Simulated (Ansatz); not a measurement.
Crystal: Bi2Se3 (Paraguanajuatite).

```xyz
5
Lattice="2.0715 1.1960 9.5453 -2.0715 1.1960 9.5453 0.0000 -2.3920 9.5453" Properties=species:S:1:pos:R:3 pbc="T T T"
Bi    0.0000    0.0000   17.1587
Bi    0.0000    0.0000   11.4773
Se    0.0000    0.0000   22.5738
Se    0.0000    0.0000    6.0622
Se    0.0000    0.0000    0.0000
```

* Program: Ansatz 0.2.0
* Task: relaxation of cell and atoms
* Functional: PBEsol
* Dispersion: D3(BJ)
* Potentials or basis: Ansatz PAW
* Cutoff: 420 eV (not typed: the program's choice for these potentials)
* k mesh: 8 × 8 × 8
* Occupations: fermi-dirac, width 0.05 eV
* Spin: no spin polarisation

At the start: volume 28.38 Å³/atom.

Question: How do energy, volume and symmetry change on relaxing?

Answer: It ends after 7 steps and the volume is 26.60 Å³/atom (-6.3 %); space group R-3m (No. 166, to 0.05 Å).

The path:
```tsv
step	energy change (eV)	largest force (eV/Å)	volume (Å³)
1	0.0000	0.1519	141.89
2	-0.0381	0.2240	129.79
3	-0.0774	0.0390	133.53
4	-0.0794	0.0145	133.09
5	-0.0794	0.0228	133.04
6	-0.0795	0.0005	132.99
7	-0.0781	0.0007	132.99
```

Final structure:
```yaml
crystal:
  lattice:
    - [2.04083, 1.17827, 9.21777]
    - [-2.04083, 1.17827, 9.21777]
    - [0.00000, -2.35655, 9.21777]
  atoms:
    - { symbol: Bi, position: [0.59813, 0.59813, 0.59813] }
    - { symbol: Bi, position: [0.40187, 0.40187, 0.40187] }
    - { symbol: Se, position: [0.79222, 0.79222, 0.79222] }
    - { symbol: Se, position: [0.20778, 0.20778, 0.20778] }
    - { symbol: Se, position: [0.00000, 0.00000, 0.00000] }
```

Caveat: the plane-wave basis is chosen anew once the cell has moved, so the energies of steps on either side of that aren't comparable; the PAW data sets come from PBE, with cores solved anew for the run's functional, which leaves a small shift of forces and pressure.
